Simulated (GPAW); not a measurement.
## MgO: single point with PBE

The system is MgO.

```xyz
2
Lattice="2.9380 0.0000 0.0000 -1.4690 2.5444 0.0000 0.0000 0.0000 2.6797" Properties=species:S:1:pos:R:3 pbc="T T T"
Mg    0.0000    0.0000    0.0000
O     0.0000    1.6963    1.3398
```

Measurements of this composition are mostly on another form, of space group No. 225.

```yaml
Program: GPAW 26.7.0
Task: single point
Functional: PBE
Potentials_or_basis: GPAW PAW data sets (gpaw-data 1.2.1)
Cutoff: 800 eV
Basis: pw
k_mesh: 10 × 10 × 10
Occupations: fermi-dirac, width 0.05 eV
Spin: no spin polarisation
Maxiter: 150
```

| Quantity | Value |
| --- | --- |
| Pressure | -0.1 GPa |
| Band gap on the k mesh | 3.05 eV, indirect (least direct gap 3.44 eV) |

Levels at points of the mesh, in eV from the valence-band top:
| k point | band 6 | band 7 | band 8 | band 9 | band 10 | band 11 |
| --- | --- | --- | --- | --- | --- | --- |
| (0.00, 0.00, 0.00) | -0.60 | -0.60 | -0.39 | 3.05 | 11.90 | 15.60 |
| (0.00, 0.00, 0.50) | -5.33 | -0.09 | -0.09 | 8.31 | 9.05 | 17.59 |
| (0.50, 0.50, 0.00) | -4.86 | -1.31 | -0.04 | 6.63 | 10.59 | 13.12 |
| (0.50, 0.50, 0.50) | -3.69 | -3.33 | -0.82 | 5.86 | 11.44 | 14.05 |

Run time: 17 s on 1 thread of AMD EPYC 7B13 (Zen 3), on a shared host, peak memory 0.17 GiB.

A k mesh can miss the band edges. PBE gaps usually lie below the measured ones, often by a third to a half.
